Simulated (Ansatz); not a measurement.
Relaxed sheet of Te₂Mo, cell area A = 10.632 Å²:

```xyz
3
Lattice="3.5039 0.0000 0.0000 -1.7519 3.0345 0.0000 0.0000 0.0000 33.2702" Properties=species:S:1:pos:R:3 pbc="T T F"
Te    0.0000    2.0230   14.8181
Mo    1.7519    1.0115   16.6351
Te    0.0000    2.0230   18.4521
```

All numbers below come from DFT PBE+D3(BJ), scalar-relativistic, plane waves, PAW (Ansatz). Settings: cutoff 420 eV, Γ-centred mesh 12×12×1 on the computed 3-atom cell, Gaussian smearing of 0.02 eV; no spin polarisation. No periodic images along c.

Under strain along y with x held, atoms relaxed, stress positive in compression; ΔE is the free energy at this smearing, of which the stress is the derivative:

| strain (%) | σxx (N/m) | σyy (N/m) | ΔE (meV/cell) | thickness (Å) |
| --- | --- | --- | --- | --- |
| -2 | 0.381 | 1.920 | 12.59 | 3.662 |
| +2 | -0.349 | -1.680 | 11.24 | 3.608 |

(1) Which in-plane elastic constants follow from the stresses?

(2) Do the energies agree?

(3) The unstrained thickness between the outer atoms is 3.634 Å. How does it respond?

An atom lies near a switch of its D3 coefficient C6 between reference coordination numbers, so the dispersion energy changes steeply there and can make or shift the minimum.

Answers

(1) Central differences over Δε = 0.04 give C22 = 90.0 N/m from the stress along the strain and C12 = 18.2 N/m from the stress across it. The sheet is hexagonal, so C22 = C11: Poisson's ratio is C12/C11 = 0.20, Young's modulus (C11² − C12²)/C11 = 86 N/m and the shear modulus (C11 − C12)/2 = 35.9 N/m.

(2) The second difference [ΔE(−ε) + ΔE(+ε)]/(A·ε²) = (12.59 + 11.24) meV/(10.632 Å² × 0.0004) × 16.02 N/m per eV/Å² = 89.8 N/m should equal C22 = 90.0 N/m; they differ by 0.3 %, so the two routes agree. The stress in compression and in tension differ in size because of the third-order constants.

(3) d ln t/dε = (3.608 − 3.662)/(3.634 × 0.04) = -0.37: the sheet thins as it is stretched, as its bonds turn towards the plane.

The trigonal-prismatic MoTe₂ sheet stretches with only a modest transverse response, as the Poisson's ratio of 0.20 shows. Hexagonal symmetry makes its linear in-plane elasticity isotropic, so the Young's modulus of 86 N/m applies to any in-plane direction.

Stretching is accommodated both by tilting the Mo–Te bonds towards the plane and by lengthening them. With rigid bonds, the geometry would require a stronger thinning than the computed -0.37, so the bonds must lengthen on average. The larger stress and energy cost in compression fit the usual anharmonicity of a bond, with repulsion rising faster than attraction. Covalent Mo 4d–Te 5p bonding probably supplies most of the stiffness, but the dispersion term may also contribute to both the stiffness and the asymmetry, and these data do not separate the two.

The constants describe small in-plane deformations of this prismatic phase; they don't show whether strain would favour the competing distorted octahedral phase.
